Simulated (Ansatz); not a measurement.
**Ge: Field gradients at the nuclei**

The cell is an entry of the Crystallography Open Database (COD) whose atoms were relaxed with PBE, the cell held.

```cif
data_Ge
_symmetry_space_group_name_H-M 'P4_32_12'
_symmetry_Int_Tables_number 96
_cell_length_a 5.9300
_cell_length_b 5.9300
_cell_length_c 6.9800
_cell_angle_alpha 90.000
_cell_angle_beta 90.000
_cell_angle_gamma 90.000
loop_
_atom_site_label
_atom_site_type_symbol
_atom_site_symmetry_multiplicity
_atom_site_Wyckoff_symbol
_atom_site_fract_x
_atom_site_fract_y
_atom_site_fract_z
Ge1 Ge 4 a 0.0899 0.0899 0.0000
Ge5 Ge 8 b 0.1723 0.3691 0.2595
```

One atom of each set is listed.

Method: Kohn–Sham DFT in Ansatz, r2SCAN, plane waves and PAW, scalar-relativistic, 500 eV cutoff, Γ-centred 8×8×7 k-points, Fermi–Dirac smearing 0.02 eV.

V_zz is the principal component of the electric field gradient with the largest magnitude, η = (V_xx − V_yy)/V_zz and C_Q = eQV_zz/h. ν_Q = 3|C_Q|/[2I(2I − 1)].

73Ge: I = 9/2, Q = -196.0 mb. Quadrupole moments are those of Pyykkö's year-2017 table.

| site | atoms | first shell | C_Q (MHz) | η | ν_Q (MHz) |
| --- | --- | --- | --- | --- | --- |
| Ge1 | 4 | 4 Ge at 2.49–2.50 Å | -21.2 | 0.82 | 0.882 |
| Ge5 | 8 | 4 Ge at 2.49–2.52 Å | -29.5 | 0.81 | 1.23 |

Hardware: 4 threads of Intel Xeon 6975P-C (Granite Rapids) (x86_64; 16 cores open to the job, memory cap 8.0 GiB, no GPU), a shared host with a load of 0.6 a core. Wall time 53 s, CPU time 3.4 min, peak memory 2.1 GiB.
